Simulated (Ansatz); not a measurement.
# PtSe2 (Sudovikovite) (P-3m1) in Ansatz: relaxation of the atoms with PBE

Aim: the relaxation of the atoms of PtSe2 (Sudovikovite) with PBE.

Program: Ansatz 0.2.0. These are calculated values, not measurements. Logs are shortened: lines on timing, memory, paths and dates and some standing lists are left out, and cuts for length are marked.

**1. The cell of the first run**

The structure is trigonal, space group P-3m1 (No. 164). The conventional cell has a = 3.650 Å, b = 3.650 Å, c = 5.062 Å, α = 90.00°, β = 90.00°, γ = 120.00°. Around Pt (site symmetry -3m) lie 6 Se at 2.46 Å. Se (site symmetry 3m) has 3 Pt at 2.46 Å as nearest neighbours.

**2. Relaxation of the atoms, PBE (strain = -0.02)**

input.yaml

```yaml
crystal:
  lattice:
    - [3.64952, 0.0, 0.0]
    - [-1.82476, 3.1605770316, 0.0]
    - [0.0, 0.0, 5.062]
  atoms:
    - { symbol: Pt, position: [0.0, 0.0, 0.0] }
    - { symbol: Se, position: [0.6666666667, 0.3333333333, 0.75] }
    - { symbol: Se, position: [0.3333333333, 0.6666666667, 0.25] }
kpoints:
  mp_grid: { grid: [8, 8, 5] }
scf:
  occupations: { method: fermi_dirac, width: 0.05 }
hamiltonian:
  xc: pbe
  pseudopotentials: { kind: all_electron, lapw: { basis_error: 0.002 } }
output:
  forces: true
  stress: true
relax:
  f_tol: 0.005
  max_steps: 60
```

Potentials or basis: all-electron LAPW, scalar-relativistic.

The run is started by

```console
$ ansatz run input.yaml --threads 2 --pin off --max-ram 6144MiB --backend cpu --events-out ev --progress --plain --runs-dir out
```

Standard output:

```text
Warning: RAYON_NUM_THREADS=2 ignored (pool sized by the plan → 2); use --threads N
The last accepted step is kept in <dir> (removed where the run ends without a failure and the disk answers)
LAPW: plane waves up to 9.286 Å⁻¹, error target 2.0e-3 eV per atom; small_component_spin mean_spin; Se in spheres of 1.146 Å, 24 of its electrons in bands, Dirac shells []; Pt in spheres of 1.238 Å, 48 of its electrons in bands, Dirac shells [] (how accurate: hamiltonian.pseudopotentials.lapw.basis_error, Limitations)
Engine: ansatz 0.2.0, x86_64-unknown-linux-gnu
Pseudopotentials: kind: all_electron
Pseudopotential: Pt, LAPW, valence charge 48, lapw/all_electron/scalar/gaussian/Pt, Koelling and Harmon's equation, gaussian nucleus
Pseudopotential: Se, LAPW, valence charge 24, lapw/all_electron/scalar/gaussian/Se, Koelling and Harmon's equation, gaussian nucleus
Functional definition: PBE
  parameter kappa = 0.804
  parameter beta = 0.06672455060314922
  exchange = pbe_x(kappa = kappa, mu = beta*pi^2/3)
  correlation = pbe_c(beta = beta)
Crystal: 3 atoms, lattice volume = 58.388 Å³
Basis set: ecut = 328.54833773011677 eV, 795 PW (Γ), exchange–correlation at level 2
Bands: 58, of which v1, the nominal top of the filled ones, is band 48 counted from 1 (47 counted from 0)
Symmetry: 12 space group operations
Space group: P-3m1 (ITA 164), of the structure as read, at distance tolerance 3.9e-5 Å
k-points: 40 of 320
Non-local potential: Pt, projectors of the file, none
Non-local potential: Se, projectors of the file, none
Initial density: superposition of atomic densities (chi_scale 0.1, normalization cell, long waves kept (reshape's long-wave potential 0.03 eV rms))
Initial wavefunctions: plane waves of lowest kinetic energy (no species holds an atomic orbital)
Functional: x = pbe(κ = 0.804, μ = 0.2195149727645171), c = pbe(β = 0.06672455060314922)
iter 1 solved again at ethr=1.78e-3 eV; its pass at ethr=1.00e-1 eV (dr2=1.71e0 eV) is discarded
SCF iter   1: F=—  HF=-633210.285606 eV  |F-HF|=—  |Δ(HF+E_count)|=         —  Δρ=4.66e-2  dr2=1.71e0  ethr=1.78e-3  ⟨swp⟩=2.0  Hψ=14101  notcnv=0
preconditioner: auto → Resta (q_TF=auto, 2.964 Å⁻¹)  ε∞=3.9  [insulator: Δε(μ)=0.578 eV  Ē_g=13.423 eV  σ=0.050 eV  W_gap=0.99  n_scr=22 (ndim 8)  ℏωp=22.8 eV  f_vac=0.151  D(μ)=0.00/eV (n_scr^D=0)  ε∞_Penn≈3.9]
SCF iter   2: F=—  HF=-633209.935587 eV  |F-HF|=—  |Δ(HF+E_count)|=   3.50e-1  Δρ=2.55e-2  dr2=8.94e-1  ethr=1.78e-3  ⟨swp⟩=3.0  Hψ=6960  notcnv=0
preconditioner: auto → LDOS  [metal: Δε(μ)=0.040 eV  Ē_g=13.890 eV  σ=0.050 eV  W_gap=0.20  n_scr=22 (ndim 8)  ℏωp=22.8 eV  f_vac=0.161  D(μ)=0.92/eV (n_scr^D=2)  β→1.0]
iter 3 solved again at ethr=1.89e-5 eV; its pass at ethr=9.31e-4 eV (dr2=1.81e-2 eV) is discarded
SCF iter   3: F=—  HF=-633209.559081 eV  |F-HF|=—  |Δ(HF+E_count)|=   3.77e-1  Δρ=6.83e-3  dr2=1.81e-2  ethr=1.89e-5  ⟨swp⟩=2.0  Hψ=11660  notcnv=0
SCF iter   4: F=—  HF=-633209.561883 eV  |F-HF|=—  |Δ(HF+E_count)|=         —  Δρ=8.41e-4  dr2=5.46e-4  ethr=1.89e-5  ⟨swp⟩=2.0  Hψ=6594  notcnv=0
the basis was enlarged: its passes take 410.9 KiB over the memory plan, 2 of 2 planned eigensolver slots
SCF iter   5: F=—  HF=-633209.558083 eV  |F-HF|=—  |Δ(HF+E_count)|=   3.80e-3  Δρ=3.22e-4  dr2=4.43e-5  ethr=5.69e-7  ⟨swp⟩=2.2  Hψ=6566  notcnv=0
SCF iter   6: F=—  HF=-633209.558126 eV  |F-HF|=—  |Δ(HF+E_count)|=   4.24e-5  Δρ=1.43e-4  dr2=1.69e-5  ethr=4.61e-8  ⟨swp⟩=3.0  Hψ=6964  notcnv=0
SCF iter   7: F=-633209.558126 eV  HF=-633209.558126 eV  |F-HF|=1.99e-7  |Δ(HF+E_count)|=   3.81e-7  Δρ=3.01e-5  dr2=5.92e-7  ethr=1.76e-8  ⟨swp⟩=3.0  Hψ=6712  notcnv=0
SCF 1 converged in 7 iterations: F = -633209.558126 eV  dr2 = 5.92e-7
relax step   1: F+E_penalty+E_count = -633209.55812628 eV  Δ(F+E_penalty+E_count) = +0.000e0 eV  max|allowed force component| = 1.118e0 eV/Å  Δτ_max = 0.0000 Å  (7 SCF iters, dr2 threshold 6.25e-7 eV, accepted)
Initial density: handed on by an earlier stage of this run
Initial wavefunctions: those handed on with the density
iter 1 solved again at ethr=2.79e-5 eV; its pass at ethr=1.00e-1 eV (dr2=2.68e-2 eV) is discarded
SCF iter   1: F=—  HF=-633209.611686 eV  |F-HF|=—  |Δ(HF+E_count)|=         —  Δρ=6.97e-3  dr2=2.69e-2  ethr=2.79e-5  ⟨swp⟩=4.0  Hψ=12438  notcnv=0
preconditioner: auto → LDOS  [insulator: Δε(μ)=0.143 eV  Ē_g=13.278 eV  σ=0.050 eV  W_gap=0.61  n_scr=22 (ndim 8)  ℏωp=22.8 eV  f_vac=0.138  D(μ)=0.64/eV (n_scr^D=2)  ε∞_Penn≈3.9  β→1.0]
SCF iter   2: F=—  HF=-633209.609708 eV  |F-HF|=—  |Δ(HF+E_count)|=   1.98e-3  Δρ=3.10e-3  dr2=1.05e-2  ethr=2.79e-5  ⟨swp⟩=2.6  Hψ=7080  notcnv=0
iter 3 solved again at ethr=6.65e-7 eV; its pass at ethr=1.10e-5 eV (dr2=6.38e-4 eV) is discarded
SCF iter   3: F=—  HF=-633209.605416 eV  |F-HF|=—  |Δ(HF+E_count)|=   4.29e-3  Δρ=7.49e-4  dr2=6.39e-4  ethr=6.65e-7  ⟨swp⟩=2.0  Hψ=11215  notcnv=0
SCF iter   4: F=—  HF=-633209.604992 eV  |F-HF|=—  |Δ(HF+E_count)|=   4.23e-4  Δρ=1.44e-4  dr2=1.60e-5  ethr=6.65e-7  ⟨swp⟩=2.0  Hψ=6577  notcnv=0
SCF iter   5: F=-633209.604977 eV  HF=-633209.604978 eV  |F-HF|=3.05e-7  |Δ(HF+E_count)|=   1.44e-5  Δρ=3.68e-5  dr2=5.18e-7  ethr=1.66e-8  ⟨swp⟩=2.0  Hψ=6577  notcnv=0
SCF 2 converged in 5 iterations: F = -633209.604977 eV  dr2 = 5.18e-7
relax step   2: F+E_penalty+E_count = -633209.60497732 eV  Δ(F+E_penalty+E_count) = -4.685e-2 eV  max|allowed force component| = 7.238e-1 eV/Å  Δτ_max = 0.1479 Å  (5 SCF iters, dr2 threshold 7.81e-5 eV, accepted)
SCF iter   1: F=—  HF=-633209.653012 eV  |F-HF|=—  |Δ(HF+E_count)|=         —  Δρ=2.96e-3  dr2=4.85e-3  ethr=5.14e-5  ⟨swp⟩=4.0  Hψ=8678  notcnv=0
preconditioner: auto → LDOS  [metal: Δε(μ)=0.073 eV  Ē_g=13.432 eV  σ=0.050 eV  W_gap=0.31  n_scr=22 (ndim 8)  ℏωp=22.8 eV  f_vac=0.143  D(μ)=0.61/eV (n_scr^D=2)  β→1.0]
SCF iter   2: F=—  HF=-633209.652490 eV  |F-HF|=—  |Δ(HF+E_count)|=   5.22e-4  Δρ=1.33e-3  dr2=1.89e-3  ethr=5.05e-6  ⟨swp⟩=2.7  Hψ=6688  notcnv=0
iter 3 solved again at ethr=7.30e-8 eV; its pass at ethr=1.97e-6 eV (dr2=7.01e-5 eV) is discarded
SCF iter   3: F=—  HF=-633209.651637 eV  |F-HF|=—  |Δ(HF+E_count)|=   8.53e-4  Δρ=2.66e-4  dr2=7.02e-5  ethr=7.30e-8  ⟨swp⟩=2.0  Hψ=11296  notcnv=0
SCF iter   4: F=-633209.651570 eV  HF=-633209.651577 eV  |F-HF|=7.18e-6  |Δ(HF+E_count)|=   6.01e-5  Δρ=4.85e-5  dr2=1.54e-6  ethr=7.30e-8  ⟨swp⟩=2.0  Hψ=6562  notcnv=0
SCF 3 converged in 4 iterations: F = -633209.651570 eV  dr2 = 1.54e-6
relax step   3: F+E_penalty+E_count = -633209.65156988 eV  Δ(F+E_penalty+E_count) = -4.659e-2 eV  max|allowed force component| = 6.031e-3 eV/Å  Δτ_max = 0.0633 Å  (4 SCF iters, dr2 threshold 3.27e-5 eV, accepted)
iter 1 solved again at ethr=1.58e-9 eV; its pass at ethr=1.00e-1 eV (dr2=1.51e-6 eV) is discarded
SCF iter   1: F=—  HF=-633209.651577 eV  |F-HF|=—  |Δ(HF+E_count)|=         —  Δρ=4.80e-5  dr2=1.51e-6  ethr=1.58e-9  ⟨swp⟩=2.0  Hψ=9362  notcnv=0
preconditioner: auto → LDOS  [metal: Δε(μ)=0.075 eV  Ē_g=13.434 eV  σ=0.050 eV  W_gap=0.33  n_scr=22 (ndim 8)  ℏωp=22.8 eV  f_vac=0.146  D(μ)=0.60/eV (n_scr^D=2)  β→1.0]
SCF iter   2: F=—  HF=-633209.651579 eV  |F-HF|=—  |Δ(HF+E_count)|=   1.62e-6  Δρ=1.31e-5  dr2=1.99e-7  ethr=1.58e-9  ⟨swp⟩=3.0  Hψ=6803  notcnv=0
SCF iter   3: F=—  HF=-633209.651574 eV  |F-HF|=—  |Δ(HF+E_count)|=   4.43e-6  Δρ=1.14e-5  dr2=1.14e-7  ethr=2.07e-10  ⟨swp⟩=2.6  Hψ=6592  notcnv=0
iter 4 solved again at ethr=2.65e-12 eV; its pass at ethr=1.19e-10 eV (dr2=2.55e-9 eV) is discarded
SCF iter   4: F=-633209.651574 eV  HF=-633209.651574 eV  |F-HF|=1.16e-9  |Δ(HF+E_count)|=   1.33e-7  Δρ=2.29e-6  dr2=2.55e-9  ethr=1.33e-11 (applied; sched 2.65e-12)  ⟨swp⟩=2.0  Hψ=11294  notcnv=0
SCF 4 converged in 4 iterations: F = -633209.651574 eV  dr2 = 2.55e-9
relax step   4: F+E_penalty+E_count = -633209.65157415 eV  Δ(F+E_penalty+E_count) = -4.267e-6 eV  max|allowed force component| = 6.170e-3 eV/Å  Δτ_max = 0.0000 Å  (4 SCF iters, accepted)
SCF iter   1: F=—  HF=-633209.651577 eV  |F-HF|=—  |Δ(HF+E_count)|=         —  Δρ=2.26e-5  dr2=2.69e-7  ethr=3.39e-9  ⟨swp⟩=4.0  Hψ=7959  notcnv=0
preconditioner: auto → LDOS  [metal: Δε(μ)=0.075 eV  Ē_g=13.432 eV  σ=0.050 eV  W_gap=0.33  n_scr=22 (ndim 8)  ℏωp=22.8 eV  f_vac=0.146  D(μ)=0.60/eV (n_scr^D=2)  β→1.0]
SCF iter   2: F=—  HF=-633209.651577 eV  |F-HF|=—  |Δ(HF+E_count)|=   5.77e-8  Δρ=9.93e-6  dr2=1.03e-7  ethr=2.80e-10  ⟨swp⟩=2.7  Hψ=6704  notcnv=0
iter 3 solved again at ethr=4.66e-12 eV; its pass at ethr=1.07e-10 eV (dr2=4.47e-9 eV) is discarded
SCF iter   3: F=-633209.651577 eV  HF=-633209.651577 eV  |F-HF|=1.76e-8  |Δ(HF+E_count)|=   4.92e-8  Δρ=2.05e-6  dr2=4.47e-9  ethr=1.33e-11 (applied; sched 4.66e-12)  ⟨swp⟩=2.0  Hψ=11294  notcnv=0
SCF 5 converged in 3 iterations: F = -633209.651577 eV  dr2 = 4.47e-9
relax step   5: F+E_penalty+E_count = -633209.65157721 eV  Δ(F+E_penalty+E_count) = -3.059e-6 eV  max|allowed force component| = 2.300e-4 eV/Å  Δτ_max = 0.0005 Å  (3 SCF iters, accepted)
SCF converged after 3 iterations
Free energy (F): -633209.651577 eV
Harris-Foulkes:  -633209.651577 eV  (|F-HF|=1.76e-8)
Internal energy: -633209.646612 eV  (E = F + TS)
E sigma→0 (E₀):  -633209.649095 eV
Entropy (-TS):   -0.004965 eV (-1.655 meV/atom)
Fermi energy:    15.990423 eV
--- Per-component energies (eV) ---
  E_band       = -9803.126315
  E_kinetic    = 704284.423045
  E_xc         = -14486.541899
  E_electrostatic = -1323007.527758  (all electrons and nuclei)
  E_smearing   = -0.004965  (= −TS)
  E_closure    = 0.000000  (closes the sum)
  E_atoms      = -633195.561846  (free atoms, spherical and without spin; not in F)
  Σ components = -633209.651577   (vs F -633209.651577, Δ=0.00e0)
  Basis errors (estimates in eV, not in F): energy 8.4e-4 per atom: plane waves 7.6e-4 (4.5e-4 summed), levels above the bands 2.1e-88, relativity 1.7e-7, radial functions 7.5e-5, core shells 3.8e-8; eigenvalues (radial functions only) 1.5e-6; not estimated: angular momenta, meshes, grids; target (lapw.basis_error) 2.0e-3; muffin-tin radii Se 1.146 Å, Pt 1.238 Å
--- Forces (eV/Å), atoms counted from 1 ---
  atom   1  Pt    -0.00000000    -0.00000000     0.00000000
  atom   2  Se     0.00000000     0.00000000     0.00023000
  atom   3  Se    -0.00000000    -0.00000000    -0.00023000
  max |Σ_I F_I| component: 5.78e-19 eV/Å
--- Stress (GPa, compression-positive) ---
       10.508843      -0.000000      -0.000000
       -0.000000      10.508843      -0.000000
       -0.000000      -0.000000       4.225069
  P = ⅓ Tr σ = 8.4143 GPa (84.143 kbar)
--- Relaxed structure (5 steps of the walk, 5 accepted, 0 SCFs on fresh bases) ---
  F+E_penalty+E_count = -633209.65157721 eV   max|allowed force component| = 2.300e-4 eV/Å
  atoms:
    - { symbol: Pt, position: [3.866009634143453e-33, 5.458852053253664e-35, -1.8277081269346055e-18] }
    - { symbol: Se, position: [0.6666666666666665, 0.3333333333333333, 0.7331884306634214] }
    - { symbol: Se, position: [0.3333333333333333, 0.6666666666666666, 0.2668115693365786] }
```

Run time: 1.7 min. Hardware: 2 threads of Intel Xeon at 2.50GHz (Skylake/Cascade Lake), shared host; peak memory 0.56 GiB.

Results:

| Property | Result |
| --- | --- |
| Free energy | -633209.6516 eV |
| Energy gained by relaxing | 31.2 meV/atom |
| Ionic steps | 5 |
| Pressure after relaxing | 8.4 GPa |

The path:
| step | energy change (eV) | largest force (eV/Å) |
| --- | --- | --- |
| 1 | 0.0000 | 1.1179 |
| 2 | -0.0469 | 0.7238 |
| 3 | -0.0934 | 0.0060 |
| 4 | -0.0934 | 0.0062 |
| 5 | -0.0935 | 0.0002 |

Final structure:
```yaml
crystal:
  lattice:
    - [3.64952, 0.00000, 0.00000]
    - [-1.82476, 3.16058, 0.00000]
    - [0.00000, 0.00000, 5.06200]
  atoms:
    - { symbol: Pt, position: [0.00000, 0.00000, 0.00000] }
    - { symbol: Se, position: [0.66667, 0.33333, 0.73319] }
    - { symbol: Se, position: [0.33333, 0.66667, 0.26681] }
```
